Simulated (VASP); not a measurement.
Here is a VASP 6.6.1 calculation.

INCAR

```
SYSTEM = GaP
PREC = Accurate ; ENCUT = 520
EDIFF = 1E-7 ; ISMEAR = 0
SIGMA = 0.01 ; LREAL = .FALSE.
LASPH = .TRUE. ; NELM = 100
ALGO = Normal ; ISIF = 2
LWAVE = .FALSE. ; LCHARG = .FALSE.
GGA = PS ; NBANDS = 16
```

Contents of KPOINTS:

```
regular mesh
0
G
  8 8 8
  0 0 0
```

POSCAR

```
GaP
1.0
    0.0000000000      2.7192251075      2.7192251075
    2.7192251075      0.0000000000      2.7192251075
    2.7192251075      2.7192251075      0.0000000000
Ga P
1 1
Direct
    0.0000000000      0.0000000000      0.0000000000
    0.2500000000      0.2500000000      0.2500000000
```

Potentials or basis: VASP PAW PBE potentials, release 64 (Ga_d, P).

The run is started by

```bash
$ cat potpaw_PBE.64/Ga_d/POTCAR potpaw_PBE.64/P/POTCAR > POTCAR
$ mpirun -np 1 vasp_std > vasp.out
```

(1) Estimate the pressure.

(2) Predict the band gap on the k mesh.

Results:

(1) -0.1 GPa.

(2) 1.50 eV, indirect (least direct gap 1.80 eV).

Caveat: the PAW data sets were made with another functional, which shifts forces and pressure a little.
